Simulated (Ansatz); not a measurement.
SiGe (P6_3mc), zone-centre modes

These are results of DFT PBEsol, scalar-relativistic, plane waves, PAW in Ansatz, not measurements. Settings: plane waves to 420 eV, k-mesh 10×10×10 (Γ-centred), Gaussian smearing 0.03 eV. No spin polarisation.

Zero of the scan (relaxed at this level; it needn't be the usual structure):

```xyz
8
Lattice="-3.9006 0.0000 0.0000 0.0000 6.7560 0.0000 1.9503 -3.3780 -6.4434" Properties=species:S:1:pos:R:3 pbc="T T T"
Si    0.0000    4.5040   -0.8083
Si   -1.9503    1.1260   -0.8083
Si   -1.9503   -1.1260   -4.0300
Si    0.0000    2.2520   -4.0300
Ge    0.0000    4.5040   -3.2188
Ge   -1.9503    1.1260   -3.2188
Ge   -1.9503   -1.1260   -6.4405
Ge    0.0000    2.2520   -6.4405
```

Harmonic modes by finite displacements of 0.02 Å, without the LO–TO term. The cell doubles the primitive one, so its zone centre also holds the primitive cell's point q = (0, 1/2, 1/2).

Task: At this geometry, is the structure stable against these modes?

Result: Yes: no mode is imaginary beyond 10 cm⁻¹, and only the three translations lie near zero.

Task: List the wavenumbers in cm⁻¹.

Result: 0, 0, 0, 67, 68, 88, 88, 96, 96, 228, 228, 230, 372, 372, 377, 377, 383, 390, 390, 393, 393, 404, 404, 404.

Cost: 1 run of about 28 core-minutes, on Intel Xeon Processor @ 2.70GHz (shared hosts).